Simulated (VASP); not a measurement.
A run of VASP 6.6.1:

INCAR

```
ALGO     = Normal         # electronic algorithm
EDIFF    = 1E-8           # SCF threshold, eV
ENCUT    = 520            # plane-wave cutoff, eV
GGA      = PE             # functional
ISIF     = 2              # what is computed and relaxed
ISMEAR   = 0              # smearing method
LASPH    = True           # aspherical terms in the spheres
LCHARG   = False          # write CHGCAR
LEPSILON = True           # dielectric tensor by DFPT
LREAL    = False          # projectors in reciprocal space
LWAVE    = False          # write WAVECAR
NELM     = 60             # most SCF steps
PREC     = Accurate       # precision mode
SIGMA    = 0.02           # smearing width, eV
```

Contents of KPOINTS:

```
k-points
0
Gamma
  7 7 1
```

The input POSCAR:

```
WS2
1.0
    3.1829541699      0.0000000000      0.0000000000
   -1.5914770850      2.7565191702      0.0000000000
    0.0000000000      0.0000000000     28.5322178600
W S
3 6
Direct
    0.6666666667      0.3333333333      0.4343616800
    0.6666666667      0.3333333333      0.8855337800
    0.0000000000      0.0000000000      0.6592864300
    0.6666666667      0.3333333333      0.6046252100
    0.0000000000      0.0000000000      0.3797102500
    0.0000000000      0.0000000000      0.8308482800
    0.6666666667      0.3333333333      0.7139522100
    0.0000000000      0.0000000000      0.4890304200
    0.0000000000      0.0000000000      0.9401857300
```

Potentials or basis: VASP PAW PBE potentials, release 64 (W_sv, S).

The run is started by

```bash
$ cat potpaw_PBE.64/W_sv/POTCAR potpaw_PBE.64/S/POTCAR > POTCAR
$ mpirun -np 1 vasp_std > vasp.out
```

Hardware: 1 thread of Intel(R) Xeon(R) Platinum 8259CL CPU @ 2.50GHz (Skylake/Cascade Lake), on a shared host.

Estimate the wall time of this run.

Run time: 39 min on 1 thread of Intel(R) Xeon(R) Platinum 8259CL CPU @ 2.50GHz (Skylake/Cascade Lake) (shared host), peak memory 0.81 GiB. Counts: scf iterations 201, k points 8.
